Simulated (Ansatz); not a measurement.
Eigenvalues along a path: Co (omega type)

```yaml
crystal:
  lattice:
    - [3.96099, 0.00000, 0.00000]
    - [-1.98049, 3.43032, 0.00000]
    - [0.00000, 0.00000, 2.44039]
  atoms:
    - { symbol: Co, position: [0.00000, 0.00000, 0.00000] }
    - { symbol: Co, position: [0.33333, 0.66667, 0.50000] }
    - { symbol: Co, position: [0.66667, 0.33333, 0.50000] }
```

The cell comes from a relaxation on PAW files under the same functional, begun from a prototype that needn't be the stable phase.

Computed with Ansatz 0.2.0; functional PBE, scalar-relativistic. Settings: a Γ-centred 10×10×14 k mesh, Fermi–Dirac smearing of 0.05 eV, spin-polarised from start moments Co1 1.7, Co2 1.7, Co3 1.7 μB. Methods: LAPW: all electrons, basis error target 1 meV/atom.

The magnetic state is the one reached from the start moments; other orders weren't searched.

Path points, in fractions of the reciprocal vectors: Γ (0.000, 0.000, 0.000), M (0.500, 0.000, 0.000), K (0.333, 0.333, 0.000), A (0.000, 0.000, 0.500), L (0.500, 0.000, 0.500), H (0.333, 0.333, 0.500). Levels in eV from the Fermi level, spin up; bands 13 to 32, counted from the lowest band of the run. The gap is zero, the pressure -0.04 GPa.

```
# k(1/Å) point b13 b14 b15 b16 b17 b18 b19 b20 b21 b22 b23 b24 b25 b26 b27 b28 b29 b30 b31 b32
0.000 Γ -9.01 -4.71 -3.48 -3.48 -3.44 -3.44 -3.21 -2.83 -2.40 -2.40 -2.15 -2.15 -1.93 -1.93 -0.77 -0.77 6.26 6.26 6.26 6.26
0.131 - -8.94 -4.70 -3.73 -3.63 -3.39 -3.22 -3.15 -2.80 -2.42 -2.36 -2.22 -2.20 -1.86 -1.85 -0.81 -0.78 4.93 5.15 6.95 7.42
0.262 - -8.73 -4.67 -4.02 -3.74 -3.53 -3.09 -2.91 -2.74 -2.49 -2.33 -2.27 -2.24 -1.73 -1.70 -0.91 -0.79 3.53 4.10 6.95 8.65
0.392 - -8.38 -4.71 -4.25 -3.78 -3.74 -3.10 -2.68 -2.59 -2.53 -2.43 -2.31 -2.08 -1.59 -1.54 -1.06 -0.82 2.24 3.12 6.82 9.93
0.523 - -7.91 -4.88 -4.40 -3.93 -3.78 -3.18 -2.72 -2.68 -2.52 -2.29 -2.08 -1.88 -1.46 -1.44 -1.21 -0.86 1.13 2.20 6.71 11.28
0.654 - -7.34 -5.08 -4.74 -3.91 -3.74 -3.30 -2.85 -2.72 -2.58 -2.23 -1.65 -1.56 -1.54 -1.34 -1.20 -0.91 0.25 1.34 6.64 12.68
0.785 - -6.69 -5.40 -5.10 -3.78 -3.69 -3.44 -2.95 -2.76 -2.62 -2.12 -1.73 -1.37 -1.24 -1.13 -1.00 -0.97 -0.40 0.58 6.60 14.14
0.916 M -6.07 -5.96 -5.18 -3.67 -3.61 -3.61 -2.99 -2.78 -2.64 -2.03 -1.85 -1.20 -1.16 -1.11 -1.00 -0.74 -0.61 0.12 6.59 15.61
0.991 - -6.07 -5.95 -5.18 -3.66 -3.61 -3.60 -2.98 -2.78 -2.63 -2.04 -1.86 -1.20 -1.16 -1.10 -1.00 -0.76 -0.61 0.01 6.74 15.22
1.067 - -6.05 -5.92 -5.19 -3.64 -3.61 -3.56 -2.92 -2.79 -2.60 -2.06 -1.89 -1.19 -1.18 -1.09 -0.99 -0.80 -0.61 -0.28 7.18 14.58
1.142 - -6.02 -5.87 -5.20 -3.62 -3.61 -3.49 -2.83 -2.79 -2.56 -2.09 -1.94 -1.20 -1.18 -1.07 -0.98 -0.87 -0.69 -0.63 7.82 13.92
1.218 - -5.99 -5.80 -5.23 -3.60 -3.60 -3.41 -2.78 -2.71 -2.51 -2.13 -2.00 -1.22 -1.17 -1.15 -1.05 -0.97 -0.94 -0.66 8.62 13.27
1.294 - -5.94 -5.72 -5.29 -3.59 -3.58 -3.34 -2.73 -2.56 -2.44 -2.18 -2.06 -1.60 -1.24 -1.16 -1.03 -1.02 -0.97 -0.70 9.52 12.66
1.369 - -5.89 -5.62 -5.38 -3.58 -3.57 -3.31 -2.64 -2.40 -2.37 -2.21 -2.12 -1.99 -1.24 -1.15 -1.11 -1.00 -0.97 -0.73 10.51 12.08
1.445 K -5.85 -5.50 -5.50 -3.57 -3.57 -3.30 -2.58 -2.34 -2.24 -2.24 -2.19 -2.19 -1.19 -1.19 -1.14 -0.99 -0.99 -0.75 11.51 11.57
1.596 - -6.19 -5.50 -5.25 -3.66 -3.54 -3.28 -2.75 -2.39 -2.29 -2.27 -2.05 -1.99 -1.35 -1.16 -1.04 -0.95 -0.85 -0.59 10.53 10.57
1.747 - -6.87 -5.27 -4.96 -3.84 -3.51 -3.20 -2.80 -2.43 -2.36 -2.32 -2.12 -1.74 -1.55 -1.23 -1.13 -0.92 -0.12 0.02 9.66 9.70
1.898 - -7.57 -4.99 -4.66 -4.01 -3.47 -3.10 -2.75 -2.45 -2.44 -2.39 -2.33 -1.78 -1.51 -1.35 -1.23 -0.87 0.87 0.95 8.93 8.96
2.049 - -8.18 -4.75 -4.34 -4.09 -3.42 -3.08 -2.64 -2.58 -2.58 -2.41 -2.38 -2.00 -1.50 -1.50 -1.14 -0.83 2.05 2.09 8.32 8.35
2.200 - -8.63 -4.67 -4.03 -3.97 -3.37 -3.14 -2.85 -2.70 -2.51 -2.34 -2.31 -2.20 -1.67 -1.66 -0.95 -0.80 3.39 3.41 7.82 7.85
2.351 - -8.91 -4.69 -3.73 -3.71 -3.33 -3.26 -3.11 -2.79 -2.43 -2.34 -2.23 -2.22 -1.84 -1.83 -0.82 -0.78 4.83 4.84 7.28 7.29
2.502 Γ -9.01 -4.71 -3.48 -3.48 -3.44 -3.44 -3.21 -2.83 -2.40 -2.40 -2.15 -2.15 -1.93 -1.93 -0.77 -0.77 6.26 6.26 6.26 6.26
2.686 - -8.87 -4.63 -3.56 -3.56 -3.49 -3.49 -3.09 -2.74 -2.50 -2.50 -2.00 -2.00 -1.95 -1.95 -0.79 -0.79 6.39 6.39 6.41 6.41
2.870 - -8.46 -4.41 -3.78 -3.78 -3.63 -3.63 -2.73 -2.59 -2.59 -2.50 -2.00 -2.00 -1.76 -1.76 -0.83 -0.83 6.77 6.77 6.85 6.85
3.054 - -7.80 -4.10 -4.08 -4.08 -3.83 -3.83 -2.62 -2.62 -2.18 -2.11 -2.11 -2.10 -1.55 -1.55 -0.86 -0.86 7.37 7.37 7.55 7.55
3.238 - -6.96 -4.37 -4.37 -4.03 -4.03 -3.80 -2.60 -2.60 -2.26 -2.26 -1.57 -1.52 -1.37 -1.37 -0.86 -0.86 6.73 8.14 8.14 8.45
3.422 - -6.01 -4.61 -4.61 -4.20 -4.20 -3.61 -2.58 -2.58 -2.40 -2.40 -1.24 -1.24 -0.89 -0.88 -0.84 -0.84 4.61 9.01 9.01 9.44
3.606 - -5.13 -4.77 -4.77 -4.32 -4.32 -3.61 -2.56 -2.56 -2.51 -2.51 -1.15 -1.15 -0.82 -0.82 -0.41 -0.05 2.76 9.62 9.83 9.83
3.789 A -4.83 -4.83 -4.70 -4.36 -4.36 -3.71 -2.55 -2.55 -2.55 -2.55 -1.13 -1.13 -0.81 -0.81 -0.24 0.76 1.58 9.69 10.22 10.22
3.920 - -4.81 -4.80 -4.79 -4.34 -4.20 -3.80 -2.56 -2.55 -2.54 -2.42 -1.14 -1.13 -0.88 -0.83 -0.24 0.75 1.61 9.45 9.91 10.07
4.051 - -4.89 -4.78 -4.76 -4.29 -3.96 -3.93 -2.61 -2.56 -2.52 -2.16 -1.15 -1.12 -1.04 -0.86 -0.26 0.75 1.67 8.75 9.09 9.73
4.182 - -4.94 -4.76 -4.73 -4.23 -4.02 -3.67 -2.69 -2.56 -2.45 -1.94 -1.24 -1.14 -1.11 -0.92 -0.29 0.78 1.73 7.78 8.07 9.33
4.313 - -4.91 -4.84 -4.67 -4.16 -3.92 -3.53 -2.78 -2.55 -2.28 -1.91 -1.43 -1.10 -1.03 -1.01 -0.33 0.91 1.77 6.78 7.11 8.97
4.444 - -4.94 -4.83 -4.60 -4.09 -3.71 -3.55 -2.87 -2.52 -2.05 -2.02 -1.56 -1.10 -1.09 -0.89 -0.37 1.13 1.78 5.90 6.33 8.69
4.574 - -5.02 -4.74 -4.56 -4.05 -3.65 -3.49 -2.93 -2.49 -2.23 -1.78 -1.62 -1.17 -1.09 -0.80 -0.41 1.39 1.76 5.25 5.82 8.52
4.705 L -5.05 -4.69 -4.54 -4.03 -3.71 -3.38 -2.96 -2.48 -2.33 -1.71 -1.62 -1.20 -1.08 -0.77 -0.43 1.51 1.75 5.00 5.65 8.46
4.781 - -5.06 -4.68 -4.51 -4.04 -3.68 -3.41 -2.92 -2.57 -2.33 -1.77 -1.52 -1.15 -1.12 -0.77 -0.43 1.57 1.74 4.97 5.65 8.28
4.856 - -5.11 -4.63 -4.44 -4.06 -3.63 -3.48 -2.83 -2.76 -2.33 -1.92 -1.31 -1.24 -1.04 -0.78 -0.44 1.71 1.73 4.90 5.67 7.88
4.932 - -5.15 -4.56 -4.33 -4.07 -3.57 -3.57 -2.96 -2.71 -2.33 -2.09 -1.40 -1.06 -0.92 -0.78 -0.44 1.66 1.98 4.77 5.71 7.40
5.007 - -5.20 -4.46 -4.21 -4.08 -3.65 -3.57 -3.08 -2.59 -2.34 -2.28 -1.58 -0.81 -0.81 -0.79 -0.45 1.60 2.29 4.55 5.76 6.93
5.083 - -5.23 -4.35 -4.09 -4.07 -3.73 -3.68 -3.07 -2.47 -2.46 -2.34 -1.76 -0.80 -0.73 -0.60 -0.45 1.53 2.65 4.25 5.83 6.54
5.158 - -5.25 -4.21 -4.05 -3.98 -3.86 -3.81 -2.96 -2.65 -2.35 -2.33 -1.92 -0.80 -0.67 -0.47 -0.45 1.48 3.04 3.88 5.92 6.24
5.234 H -5.26 -4.07 -4.07 -3.99 -3.89 -3.89 -2.82 -2.82 -2.32 -2.32 -1.99 -0.80 -0.66 -0.43 -0.43 1.45 3.46 3.46 6.04 6.04
5.385 - -5.23 -4.40 -4.05 -3.89 -3.83 -3.80 -3.04 -2.49 -2.48 -2.22 -1.82 -0.80 -0.70 -0.70 -0.38 1.54 2.59 4.37 6.01 6.37
5.536 - -5.14 -4.67 -4.22 -3.85 -3.83 -3.75 -2.98 -2.65 -2.13 -2.07 -1.60 -1.25 -0.80 -0.79 -0.34 1.68 1.79 5.36 6.42 6.84
5.687 - -5.01 -4.85 -4.41 -3.99 -3.96 -3.64 -2.76 -2.70 -1.93 -1.87 -1.74 -1.41 -0.86 -0.86 -0.32 1.19 1.75 6.41 7.17 7.45
5.838 - -4.93 -4.87 -4.57 -4.15 -4.05 -3.65 -2.68 -2.60 -2.31 -1.91 -1.42 -1.27 -0.99 -0.89 -0.30 0.86 1.75 7.49 8.13 8.21
5.989 - -4.91 -4.80 -4.71 -4.27 -4.00 -3.86 -2.63 -2.54 -2.51 -2.09 -1.18 -1.12 -1.09 -0.87 -0.27 0.76 1.69 8.54 9.07 9.17
6.140 - -4.81 -4.81 -4.80 -4.33 -4.17 -3.82 -2.57 -2.55 -2.54 -2.39 -1.14 -1.12 -0.90 -0.83 -0.25 0.75 1.61 9.38 9.86 9.98
6.292 A -4.83 -4.83 -4.70 -4.36 -4.36 -3.71 -2.55 -2.55 -2.55 -2.55 -1.13 -1.13 -0.81 -0.81 -0.24 0.76 1.58 9.69 10.22 10.22
```
